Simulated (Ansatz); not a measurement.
ZrC: start and end of a relaxation

Recipe of this trial structure of ZrC: random cell by space group and Wyckoff sites (Pmmn, No. 59). Its size is a rough estimate.

POSCAR.start

```
Zr C
1.0
     3.83799    0.00000    0.00000
     0.00000    4.86248    0.00000
     0.00000    0.00000    3.74268
Zr C
2 2
Direct
  0.00000 0.00000 0.16265
  0.50000 0.50000 0.83735
  0.00000 0.00000 0.66021
  0.50000 0.50000 0.33979
```

All numbers below come from DFT PBE, scalar-relativistic, plane waves, PAW (Ansatz 0.2.0). Cutoff 420 eV, Gaussian smearing, Γ-centred meshes. Cell and atoms relax first on a coarse mesh and then on a finer one. In between, the cell is made exact in the group found at 0.06 Å. In metals the finer mesh still leaves noise of several meV/atom or more. The steps can't lower the symmetry of their start. No spin polarisation in the relaxation; trial moments died out in a coarse test.

POSCAR.end

```
Zr C
1.0
     0.00000    2.35439    2.35439
     2.35439    0.00000    2.35439
     2.35439    2.35439    0.00000
Zr C
1 1
Direct
  0.00000 0.00000 0.00000
  0.50000 0.50000 0.50000
```

The symmetry goes from Pmmn (No. 59) to Fm-3m (No. 225), and the primitive cell from 4 to 2 atoms. The end has the rock salt type. The volume per atom shrinks by 25.3 %, from 17.5 to 13.1 Å³. The shortest distance goes from 1.86 Å (Zr–C) to 2.35 Å (Zr–C). The energy falls by about 2.6 eV/atom (the start's value is from the coarse mesh). The end is written in a standard setting, so origin, axes and order of atoms can differ from the start's.

```json
{
  "Volume per atom": "13.05 Å³",
  "Density": "6.57 g/cm³",
  "Formation energy": "−0.86 eV/atom",
  "Gap on the 20×20×20 mesh of the 2-atom cell": "0 eV (a metal)"
}
```

The zero of energy is the elements' standard structures at the same level; no fitted shifts are applied. It lies below the elements, which doesn't yet make it stable against other compounds or structures.

The last run used Gaussian smearing of 0.10 eV. The reference form of C is held partly by dispersion forces, which this level lacks. A structure relaxed within its symmetry needn't be a true minimum. In all, the 4 runs took 32 s on 1 thread of Intel(R) Xeon(R) 6975P-C (Granite Rapids), with other jobs on the host.
